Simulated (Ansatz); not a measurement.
## Si(111) with Br on 50 % of the top atoms and H on the rest: bands and core levels

What would XPS and angle-resolved spectra of Si(111) with Br on 50 % of the top atoms and H on the rest look like?

Program: Ansatz 0.2.0. Level of theory: DFT, PBE, plane-wave PAW, scalar-relativistic; PAW set soft_1. Results are calculated unless marked as measured.

## 1. Set-up

The cell holds 32 atoms: 2 Br, 6 H and 24 Si. Its edges and angles: a = 7.679 Å, b = 7.679 Å, c = 24.774 Å, α = 90.0°, β = 90.0°, γ = 60.0°. It derives from Si. How the cell was made: terminated face; group: Br; share of top atoms: 0.5; rest: H; oxygen in back bonds: 0; lower face: H. Regions: ad, 4 atoms (2 Br and 2 H); L1, 4 atoms (4 Si); L2, 4 atoms (4 Si); L3, 4 atoms (4 Si); mid, 4 atoms (4 Si); rest, 12 atoms (8 Si and 4 H). Vacuum lies along c.

## 2. Relaxing the atoms

The cut or typed positions aren't at rest, and spectra shift with geometry, so the relaxation comes first. 12 atoms are held to stand for the bulk. A dipole correction cancels the field between unlike faces.

input.yaml

```yaml
crystal:
  lattice:
    - [7.6791796437, 0.0, 0.0]
    - [3.8395898218, 6.6503646517, 0.0]
    - [0.0, 0.0, 24.7737769138]
  atoms:
    - { symbol: Br, position: [0.0, 0.0, 0.717443165] }
    - { symbol: Br, position: [0.5, 0.0, 0.717443165] }
    - { symbol: H, position: [0.0, 0.5, 0.681518082] }
    - { symbol: H, position: [0.5, 0.5, 0.681518082] }
    - { symbol: Si, position: [0.0, 0.0, 0.626217672] }
    - { symbol: Si, position: [0.5, 0.0, 0.626217672] }
    - { symbol: Si, position: [0.0, 0.5, 0.626217672] }
    - { symbol: Si, position: [0.5, 0.5, 0.626217672] }
    - { symbol: Si, position: [0.833333333, 0.333333333, 0.594581277] }
    - { symbol: Si, position: [0.333333333, 0.333333333, 0.594581277] }
    - { symbol: Si, position: [0.833333333, 0.833333333, 0.594581277] }
    - { symbol: Si, position: [0.333333333, 0.833333333, 0.594581277] }
    - { symbol: Si, position: [0.833333333, 0.333333333, 0.499672093] }
    - { symbol: Si, position: [0.333333333, 0.333333333, 0.499672093] }
    - { symbol: Si, position: [0.833333333, 0.833333333, 0.499672093] }
    - { symbol: Si, position: [0.333333333, 0.833333333, 0.499672093] }
    - { symbol: Si, position: [0.166666667, 0.166666667, 0.468035698] }
    - { symbol: Si, position: [0.666666667, 0.166666667, 0.468035698] }
    - { symbol: Si, position: [0.166666667, 0.666666667, 0.468035698] }
    - { symbol: Si, position: [0.666666667, 0.666666667, 0.468035698] }
    - { symbol: Si, position: [0.166666667, 0.166666667, 0.373126513] }
    - { symbol: Si, position: [0.666666667, 0.166666667, 0.373126513] }
    - { symbol: Si, position: [0.166666667, 0.666666667, 0.373126513] }
    - { symbol: Si, position: [0.666666667, 0.666666667, 0.373126513] }
    - { symbol: Si, position: [0.0, 0.0, 0.341490118] }
    - { symbol: Si, position: [0.5, 0.0, 0.341490118] }
    - { symbol: Si, position: [0.0, 0.5, 0.341490118] }
    - { symbol: Si, position: [0.5, 0.5, 0.341490118] }
    - { symbol: H, position: [0.0, 0.0, 0.282556835] }
    - { symbol: H, position: [0.5, 0.0, 0.282556835] }
    - { symbol: H, position: [0.0, 0.5, 0.282556835] }
    - { symbol: H, position: [0.5, 0.5, 0.282556835] }
kpoints:
  mp_grid: { grid: [3, 3, 1] }
scf:
  occupations: { method: fermi_dirac, width: 0.02 }
  n_extra_bands: 23
hamiltonian:
  xc: pbe
  pseudopotentials: { kind: paw, azcp: { folder: soft_1 } }
output:
  forces: true
  write_potential: true
  volumetric_format: []
efield:
  axis: 3
  dipole_correction: true
relax:
  f_tol: 0.03
  max_steps: 70
  constraints: [{ sites: [20, 21, 22, 23, 24, 25, 26, 27, 28, 29, 30, 31] }]
```

Run with:

```sh
> ansatz run input.yaml --threads 4 --pin off --max-ram 11264MiB --backend cpu --events-out ev --progress --plain --runs-dir out
```

Numbers of over 12 decimals in the logs are rounded to 6 here.

What it wrote:

```text
scf.n_extra_bands = 23 over 58 filled bands (N_el = 116.0): the run solves 81 bands
Engine: ansatz 0.2.0, x86_64-unknown-linux-gnu
Pseudopotentials: kind: paw
Pseudopotential: Br, paw, valence charge 7, recommended cutoff 420 eV (normal), soft_1/Br.paw.azcp
Pseudopotential: H, paw, valence charge 1, recommended cutoff 420 eV (normal), soft_1/H.paw.azcp
Pseudopotential: Si, paw, valence charge 4, recommended cutoff 420 eV (normal), soft_1/Si.paw.azcp
Functional definition: PBE
  parameter kappa = 0.804
  parameter beta = 0.066725
  exchange = pbe_x(kappa = kappa, mu = beta*pi^2/3)
  correlation = pbe_c(beta = beta)
Crystal: 32 atoms, lattice volume = 1265.181 Å³
Basis set: ecut = 420 eV, 24701 PW (Γ), exchange–correlation on 108×108×360 points (8 copies of the dense FFT grid, shifted against one another)
Bands: 81, of which v1, the nominal top of the filled ones, is band 58 counted from 1 (57 counted from 0)
Symmetry: 4 space group operations
Space group: Pm (ITA 6), of the structure as read, at distance tolerance 1.1e-4 Å
k-points: 4 of 9 (time reversal used)
Non-local potential: Br, projectors of the file, l = 0: 2, l = 1: 2, l = 2: 2
Non-local potential: H, projectors of the file, l = 0: 2, l = 1: 1
Non-local potential: Si, projectors of the file, l = 0: 2, l = 1: 2, l = 2: 1
PAW form: soft (Blöchl's): semilocal exchange-correlation on the pseudo side does not see the compensation charge
PAW one-centre angular grid: Br, 110 points (default); XC on 64 Gauss nodes
PAW one-centre angular grid: H, 110 points (default); XC on 64 Gauss nodes
PAW one-centre angular grid: Si, 110 points (default); XC on 64 Gauss nodes
Initial density: superposition of atomic densities (neutral atoms: chi_scale 0, normalization atom)
Initial wavefunctions: pseudopotential atomic-orbital guess
Functional: x = pbe(κ = 0.804, μ = 0.219515), c = pbe(β = 0.066725)
SCF iter   1: F=—  HF=-20926.398379 eV  |F-HF|=—  |Δ(HF+E_count)|=         —  Δρ=3.77e-2  dr2=1.60e1  ethr=3.10e-3  p=0.000 e·Å  D=2.25e-7 V/Å  ΔV_dip=-0.00 eV  dr2_dipole=1.15e-2  V_vac-E_F(+/−)=6.27/6.27 eV  ⟨swp⟩=9.8  Hψ=2149  notcnv=0  defer=6
efield: sawtooth ramp at fractional position 0.9500 (placed from the atoms, in the widest stretch of the axis that holds none; the zero of the levels goes with the place), width 0.1000; the density the first Hamiltonian is built on has a dipole p = 0.000 e·Å; the dipole correction subtracts the counter field D = 2.25e-7 V/Å, which shifts the + side's vacuum level by -0.00 eV against the − side's; the planar-averaged density in the ramp window peaks in size at 2.1e-6 e/Å³
preconditioner: auto → Resta (q_TF=auto, 1.832 Å⁻¹)  ε∞=2.9  [insulator: Δε(μ)=1.315 eV  Ē_g=8.226 eV  σ=0.020 eV  W_gap=1.00  n_scr=134 (ndim 8)  ℏωp=11.2 eV  f_vac=0.465  D(μ)=0.00/eV (n_scr^D=0)  ε∞_Penn≈2.9  vacuum switching on, ρ_ref=4.9e-3 e/Å³]
SCF iter   2: F=—  HF=-20922.951284 eV  |F-HF|=—  |Δ(HF+E_count)|=    3.45e0  Δρ=1.88e-2  dr2=4.24e0  ethr=3.10e-3  p=0.070 e·Å  D=9.97e-3 V/Å  ΔV_dip=-0.25 eV  dr2_dipole=3.15e-2  V_vac-E_F(+/−)=5.42/5.67 eV  ⟨swp⟩=2.8  Hψ=581  notcnv=0  defer=63
SCF iter   3: F=—  HF=-20921.962806 eV  |F-HF|=—  |Δ(HF+E_count)|=   9.88e-1  Δρ=2.41e-3  dr2=5.73e-1  ethr=3.10e-3  p=-0.366 e·Å  D=-5.23e-2 V/Å  ΔV_dip=1.30 eV  dr2_dipole=3.09e-1  V_vac-E_F(+/−)=5.17/3.87 eV  ⟨swp⟩=4.0  Hψ=585  notcnv=0  defer=65
SCF iter   4: F=—  HF=-20921.889982 eV  |F-HF|=—  |Δ(HF+E_count)|=   7.28e-2  Δρ=1.39e-3  dr2=6.19e-2  ethr=4.94e-4  p=-0.083 e·Å  D=-1.19e-2 V/Å  ΔV_dip=0.30 eV  dr2_dipole=2.68e-2  V_vac-E_F(+/−)=4.68/4.39 eV  ⟨swp⟩=4.5  Hψ=568  notcnv=0  defer=55
SCF iter   5: F=—  HF=-20921.896390 eV  |F-HF|=—  |Δ(HF+E_count)|=   6.41e-3  Δρ=5.02e-4  dr2=8.28e-3  ethr=5.33e-5  p=-0.156 e·Å  D=-2.22e-2 V/Å  ΔV_dip=0.55 eV  dr2_dipole=1.69e-4  V_vac-E_F(+/−)=4.78/4.23 eV  ⟨swp⟩=4.2  Hψ=555  notcnv=0  defer=55
SCF iter   6: F=—  HF=-20921.898035 eV  |F-HF|=—  |Δ(HF+E_count)|=   1.65e-3  Δρ=1.65e-4  dr2=6.11e-4  ethr=7.14e-6  p=-0.172 e·Å  D=-2.46e-2 V/Å  ΔV_dip=0.61 eV  dr2_dipole=1.15e-5  V_vac-E_F(+/−)=4.76/4.15 eV  ⟨swp⟩=3.0  Hψ=565  notcnv=0  defer=55
SCF iter   7: F=—  HF=-20921.898410 eV  |F-HF|=—  |Δ(HF+E_count)|=   3.75e-4  Δρ=6.62e-5  dr2=2.64e-4  ethr=5.26e-7  p=-0.177 e·Å  D=-2.53e-2 V/Å  ΔV_dip=0.63 eV  dr2_dipole=5.65e-6  V_vac-E_F(+/−)=4.77/4.14 eV  ⟨swp⟩=2.0  Hψ=450  notcnv=0  defer=55
SCF iter   8: F=-20921.898401 eV  HF=-20921.898401 eV  |F-HF|=3.89e-7  |Δ(HF+E_count)|=   8.54e-6  Δρ=2.06e-5  dr2=6.79e-6  ethr=1.94e-8  p=-0.176 e·Å  D=-2.52e-2 V/Å  ΔV_dip=0.62 eV  dr2_dipole=7.91e-10  V_vac-E_F(+/−)=4.76/4.14 eV  ⟨swp⟩=12.2  Hψ=3135  notcnv=0
SCF 1 converged in 8 iterations: F = -20921.898401 eV  dr2 = 6.79e-6
  greatest PAW one-centre occupation: 0.916 electrons in one spin orbital (limit 2), on the Br atom at site 1 (counted from 0), in its partial waves of l = 0
relax step   1: F+E_penalty+E_count = -20921.89840137 eV  Δ(F+E_penalty+E_count) = +0.000e0 eV  max|allowed force component| = 2.832e0 eV/Å  Δτ_max = 0.0000 Å  (8 SCF iters, dr2 threshold 2.25e-5 eV, accepted)
Initial density: handed on by an earlier stage of this run
Initial wavefunctions: those handed on with the density
iter 1 solved again at ethr=1.24e-4 eV; its pass at ethr=3.10e-3 eV (dr2=1.44e-1 eV) is discarded
SCF iter   1: F=—  HF=-20922.221067 eV  |F-HF|=—  |Δ(HF+E_count)|=         —  Δρ=4.14e-3  dr2=1.46e-1  ethr=1.24e-4  p=-0.176 e·Å  D=-2.52e-2 V/Å  ΔV_dip=0.62 eV  dr2_dipole=5.76e-4  V_vac-E_F(+/−)=4.73/4.11 eV  ⟨swp⟩=2.0  Hψ=1199  notcnv=0  defer=53
efield: sawtooth ramp at fractional position 0.9500 (handed on by an earlier solve), width 0.1000; the density the first Hamiltonian is built on has a dipole p = -0.176 e·Å; the dipole correction subtracts the counter field D = -2.52e-2 V/Å, which shifts the + side's vacuum level by +0.62 eV against the − side's; the planar-averaged density in the ramp window peaks in size at 2.3e-6 e/Å³
preconditioner: auto → Resta (q_TF=auto, 1.832 Å⁻¹)  ε∞=2.9  [insulator: Δε(μ)=1.057 eV  Ē_g=8.062 eV  σ=0.020 eV  W_gap=1.00  n_scr=134 (ndim 8)  ℏωp=11.2 eV  f_vac=0.484  D(μ)=0.00/eV (n_scr^D=0)  ε∞_Penn≈2.9  vacuum switching on, ρ_ref=4.7e-3 e/Å³]
SCF iter   2: F=—  HF=-20922.194793 eV  |F-HF|=—  |Δ(HF+E_count)|=   2.63e-2  Δρ=1.99e-3  dr2=3.04e-2  ethr=1.24e-4  p=-0.192 e·Å  D=-2.75e-2 V/Å  ΔV_dip=0.68 eV  dr2_dipole=8.14e-5  V_vac-E_F(+/−)=4.79/4.10 eV  ⟨swp⟩=2.0  Hψ=388  notcnv=0  defer=53
[...]
SCF iter   3: F=—  HF=-20922.247493 eV  |F-HF|=—  |Δ(HF+E_count)|=   8.00e-6  Δρ=5.75e-5  dr2=8.14e-5  ethr=1.46e-7  p=-0.193 e·Å  D=-2.76e-2 V/Å  ΔV_dip=0.68 eV  dr2_dipole=2.97e-5  V_vac-E_F(+/−)=4.79/4.11 eV  ⟨swp⟩=2.0  Hψ=375  notcnv=0  defer=52
SCF iter   4: F=—  HF=-20922.247149 eV  |F-HF|=—  |Δ(HF+E_count)|=   3.45e-4  Δρ=1.46e-5  dr2=5.97e-6  ethr=7.01e-8  p=-0.191 e·Å  D=-2.73e-2 V/Å  ΔV_dip=0.68 eV  dr2_dipole=1.40e-6  V_vac-E_F(+/−)=4.79/4.11 eV  ⟨swp⟩=2.0  Hψ=364  notcnv=0  defer=52
SCF iter   5: F=—  HF=-20922.247148 eV  |F-HF|=—  |Δ(HF+E_count)|=   1.67e-7  Δρ=4.29e-6  dr2=3.44e-7  ethr=5.15e-9  p=-0.191 e·Å  D=-2.73e-2 V/Å  ΔV_dip=0.68 eV  dr2_dipole=3.93e-10  V_vac-E_F(+/−)=4.79/4.11 eV  ⟨swp⟩=2.0  Hψ=416  notcnv=0  defer=52
SCF iter   6: F=-20922.247149 eV  HF=-20922.247149 eV  |F-HF|=1.53e-8  |Δ(HF+E_count)|=   1.55e-7  Δρ=1.51e-6  dr2=5.27e-8  ethr=8.62e-11  p=-0.191 e·Å  D=-2.73e-2 V/Å  ΔV_dip=0.68 eV  dr2_dipole=8.01e-10  V_vac-E_F(+/−)=4.79/4.11 eV  ⟨swp⟩=10.8  Hψ=2412  notcnv=0
SCF 4 converged in 6 iterations: F = -20922.247149 eV  dr2 = 5.27e-8
relax step   4: F+E_penalty+E_count = -20922.24714865 eV  Δ(F+E_penalty+E_count) = -1.077e-3 eV  max|allowed force component| = 1.554e-2 eV/Å  Δτ_max = 0.0074 Å  (6 SCF iters, accepted)
NSCF: frozen V_eff on 4 k-points
the band table was solved once a step of the walk had ended and its energy, with any forces and stress, was formed, with the checks that follow a solve (2385 applications of the Hamiltonian). They found nothing against the state; the energy, forces and stress were not computed again (output.eigenvalues in the input reference)
WARN: The output density's exchange-correlation potential varies sharply where the density is thin. Do not read a vacuum level from v_tot or v_xc, or from such a field of the output density. On a cell that repeats whose density bears no net charge and no dipole along the vacuum's axis use v_es (v_loc + v_h of the components); under efield.dipole_correction with no amplitude use v_es + v_field, which holds any externa [...]
SCF converged after 6 iterations
Free energy (F): -20922.247149 eV
Harris-Foulkes:  -20922.247149 eV  (|F-HF|=1.53e-8)
Internal energy: -20922.247149 eV  (E = F + TS)
E sigma→0 (E₀):  -20922.247149 eV
Fermi energy:    0.257266 eV
Dipole field:    D = -0.027340 V/Å  (p = -0.191154 e·Å, saw-weighted, corrected)
Work function:   Φ+ = 4.7900 eV   Φ− = 4.1127 eV
Levels:          The Fermi level and band energies are counted from a zero that moves with the ramp; work functions are not
--- Per-component energies (eV) ---
  E_band       = -625.805593
  E_kinetic    = 1317.122395
  E_local      = -30024.509037  (includes V_loc(G=0)·N_el)
  E_nonlocal   = 654.001713
  E_hartree    = 14453.865925
  E_xc         = -1798.013036
  E_vxc        = -1426.674209  (∫ρ·V_xc dr)
  E_paw        = -16909.765062  (= ΣΔE_a)
  E_vpaw       = -54.195597  (= ΣTr[D̂ρ^β])
  E_aug_tail   = -0.005050  (compensation charges beyond the density's cutoff)
  E_efield     = 0.002613  (sawtooth field / dipole correction)
  E_vefield    = 0.730136  (∫n·V_field dr)
  E_ewald      = 11385.052390
  E_smearing   = -0.000000  (= −TS)
  E_closure    = -0.000000  (closes the sum)
  Σ components = -20922.247149   (vs F -20922.247149, Δ=0.00e0)
--- Forces (eV/Å), atoms counted from 1 ---
  atom   1  Br     0.00000000    -0.00061649    -0.00227307
  atom   2  Br     0.00000000    -0.00061649    -0.00227307
  atom   3  H     -0.00000000     0.00052575    -0.00041945
  atom   4  H     -0.00000000     0.00052575    -0.00041945
  atom   5  Si    -0.00000000     0.00051830     0.01554037
  atom   6  Si    -0.00000000     0.00051830     0.01554037
  atom   7  Si    -0.00000000     0.00125966    -0.00054860
  atom   8  Si    -0.00000000     0.00125966    -0.00054860
  atom   9  Si     0.00000000    -0.00116112    -0.00644715
  atom  10  Si     0.00000000    -0.00116112    -0.00644715
  atom  11  Si    -0.00000000     0.00112946    -0.00241202
  atom  12  Si    -0.00000000     0.00112946    -0.00241202
  atom  13  Si     0.00000000    -0.00211807     0.00220027
  atom  14  Si     0.00000000    -0.00211807     0.00220027
  atom  15  Si    -0.00000000     0.00004169     0.00031833
  atom  16  Si    -0.00000000     0.00004169     0.00031833
  atom  17  Si    -0.00000000     0.00150723    -0.00591851
  atom  18  Si    -0.00000000     0.00150723    -0.00591851
  atom  19  Si     0.00000000    -0.00111612     0.00072337
  atom  20  Si     0.00000000    -0.00111612     0.00072337
  atom  21  Si    -0.00000000     0.00296078    -0.06129509
  atom  22  Si    -0.00000000     0.00296078    -0.06129509
  atom  23  Si     0.00000000    -0.00297363    -0.09089093
  atom  24  Si     0.00000000    -0.00297363    -0.09089093
  atom  25  Si     0.00000000    -0.00170772     0.85159448
  atom  26  Si     0.00000000    -0.00170772     0.85159448
  atom  27  Si    -0.00000000     0.00133373     0.84563423
  atom  28  Si    -0.00000000     0.00133373     0.84563423
  atom  29  H     -0.00000000     0.00055451    -0.77263096
  atom  30  H     -0.00000000     0.00055451    -0.77263096
  atom  31  H      0.00000000    -0.00010996    -0.77311694
  atom  32  H      0.00000000    -0.00010996    -0.77311694
  max |Σ_I F_I| component: 1.17e-4 eV/Å
--- Band table (eV) ---
  k-point 0: bands = [... 54 lower, -0.7418, -0.6929, -0.3081, -0.2752, 0.7997, 0.8095, 0.8207, 1.2625, ... 19 higher]
  k-point 1: bands = [... 54 lower, -1.5775, -1.3040, -1.0804, -0.6427, 0.9504, 1.5453, 1.5517, 1.7413, ... 19 higher]
  k-point 2: bands = [... 54 lower, -1.4972, -1.3043, -1.2084, -0.6928, 0.9502, 1.5325, 1.6067, 1.6798, ... 19 higher]
  k-point 3: bands = [... 54 lower, -1.7760, -1.5521, -1.4798, -1.3704, 1.8044, 2.0129, 2.2699, 2.3020, ... 19 higher]
--- Relaxed structure (4 steps of the walk, 4 accepted, 0 SCFs on fresh bases) ---
  F+E_penalty+E_count = -20922.24714865 eV   max|allowed force component| = 1.554e-2 eV/Å
  atoms:
    - { symbol: Br, position: [0.000211329, -0.000422659, 0.717615] }
    - { symbol: Br, position: [0.500211, -0.000422659, 0.717615] }
    - { symbol: H, position: [-0.000247427, 0.500495, 0.688860] }
    - { symbol: H, position: [0.499753, 0.500495, 0.688860] }
    - { symbol: Si, position: [-0.000166056, 0.000332111, 0.626388] }
    - { symbol: Si, position: [0.499834, 0.000332111, 0.626388] }
    - { symbol: Si, position: [0.000395726, 0.499209, 0.628367] }
    - { symbol: Si, position: [0.500396, 0.499209, 0.628367] }
    - { symbol: Si, position: [0.832451, 0.335099, 0.596293] }
    - { symbol: Si, position: [0.332451, 0.335099, 0.596293] }
    - { symbol: Si, position: [0.834435, 0.831129, 0.596029] }
    - { symbol: Si, position: [0.334435, 0.831129, 0.596029] }
    - { symbol: Si, position: [0.833293, 0.333414, 0.500812] }
    - { symbol: Si, position: [0.333293, 0.333414, 0.500812] }
    - { symbol: Si, position: [0.833273, 0.833455, 0.500516] }
    - { symbol: Si, position: [0.333273, 0.833455, 0.500516] }
    - { symbol: Si, position: [0.166519, 0.166962, 0.468481] }
    - { symbol: Si, position: [0.666519, 0.166962, 0.468481] }
    - { symbol: Si, position: [0.166716, 0.666569, 0.468348] }
    - { symbol: Si, position: [0.666716, 0.666569, 0.468348] }
    - { symbol: Si, position: [0.166667, 0.166667, 0.373127] }
    - { symbol: Si, position: [0.666667, 0.166667, 0.373127] }
    - { symbol: Si, position: [0.1666666665, 0.666667, 0.373127] }
    - { symbol: Si, position: [0.666667, 0.666667, 0.373127] }
    - { symbol: Si, position: [0.0, 0.0, 0.341490118] }
    - { symbol: Si, position: [0.500000, 0, 0.341490118] }
    - { symbol: Si, position: [0.0, 0.500000, 0.341490118] }
    - { symbol: Si, position: [0.500000, 0.500000, 0.341490118] }
    - { symbol: H, position: [0.0, 0.0, 0.282557] }
    - { symbol: H, position: [0.500000, 0, 0.282557] }
    - { symbol: H, position: [0.0, 0.500000, 0.282557] }
    - { symbol: H, position: [0.500000, 0.500000, 0.282557] }
```

It took 16 s on 4 threads of AMD EPYC 9B45 (Zen 5), shared host; peak memory 2.2 GiB.

Relaxation path:

```csv
step,energy less that of the first step (eV),largest force component (eV/Å)
1,0.0000,2.8325
2,-0.2908,1.0740
3,-0.3477,0.1023
4,-0.3487,0.0155
```

The run keeps the 4 symmetry operations that it works with, so distortions that break them were not tested.

The atoms that moved most (Å):

```csv
atom,dx,dy,dz,length
H4,0.000,0.003,0.182,0.182
H3,0.000,0.003,0.182,0.182
Si7,0.000,-0.005,0.053,0.054
Si8,0.000,-0.005,0.053,0.054
Si10,0.000,0.012,0.042,0.044
Si9,0.000,0.012,0.042,0.044
Si12,0.000,-0.015,0.036,0.039
Si11,0.000,-0.015,0.036,0.039
```

Final coordinates:

```cif
data_structure
_symmetry_space_group_name_H-M 'P 1'
_symmetry_Int_Tables_number 1
_cell_length_a 7.6792
_cell_length_b 7.6792
_cell_length_c 24.7738
_cell_angle_alpha 90.000
_cell_angle_beta 90.000
_cell_angle_gamma 60.000
_cell_volume 1265.18
loop_
_atom_site_label
_atom_site_type_symbol
_atom_site_fract_x
_atom_site_fract_y
_atom_site_fract_z
_atom_site_occupancy
Br1 Br 0.00021 0.99958 0.71761 1
Br2 Br 0.50021 0.99958 0.71761 1
H3 H 0.99975 0.50049 0.68886 1
H4 H 0.49975 0.50049 0.68886 1
Si5 Si 0.99983 0.00033 0.62639 1
Si6 Si 0.49983 0.00033 0.62639 1
Si7 Si 0.00040 0.49921 0.62837 1
Si8 Si 0.50040 0.49921 0.62837 1
Si9 Si 0.83245 0.33510 0.59629 1
Si10 Si 0.33245 0.33510 0.59629 1
Si11 Si 0.83444 0.83113 0.59603 1
Si12 Si 0.33444 0.83113 0.59603 1
Si13 Si 0.83329 0.33341 0.50081 1
Si14 Si 0.33329 0.33341 0.50081 1
Si15 Si 0.83327 0.83345 0.50052 1
Si16 Si 0.33327 0.83345 0.50052 1
Si17 Si 0.16652 0.16696 0.46848 1
Si18 Si 0.66652 0.16696 0.46848 1
Si19 Si 0.16672 0.66657 0.46835 1
Si20 Si 0.66672 0.66657 0.46835 1
Si21 Si 0.16667 0.16667 0.37313 1
Si22 Si 0.66667 0.16667 0.37313 1
Si23 Si 0.16667 0.66667 0.37313 1
Si24 Si 0.66667 0.66667 0.37313 1
Si25 Si 0.00000 0.00000 0.34149 1
Si26 Si 0.50000 0.00000 0.34149 1
Si27 Si 0.00000 0.50000 0.34149 1
Si28 Si 0.50000 0.50000 0.34149 1
H29 H 0.00000 0.00000 0.28256 1
H30 H 0.50000 0.00000 0.28256 1
H31 H 0.00000 0.50000 0.28256 1
H32 H 0.50000 0.50000 0.28256 1
```

This step gave:

```yaml
free_energy: -20922.2471 eV
fermi_energy: 0.2573 eV
symmetry_operations: 4
gap_on_the_k_mesh: 1.075 eV
ionisation_potential_upper_face: 5.322 eV
upper_vacuum_level_less_the_lowest_empty_level_kohn_sham_affinity: 4.247 eV
ionisation_potential_lower_face: 4.645 eV
```

The relaxation ends 11 meV an atom lower, with a largest force component of 0.016 eV/Å on the free atoms.

[end of part 1 of 4]

[Logs are printed without paths, hosts, clocks, repeated set-up lines and the standing remarks that a program may print on its own settings, such as how far it seeks lower states.]

[Hosts, paths, dates, database ids (printed as entryN), source tags and the programs' standing remarks are cut or masked in the printed files.]

[Maps of the electrostatic potential energy from Ansatz leave out the sawtooth potential of an applied field or a dipole correction, so their vacuum need not be flat; work functions include it.]
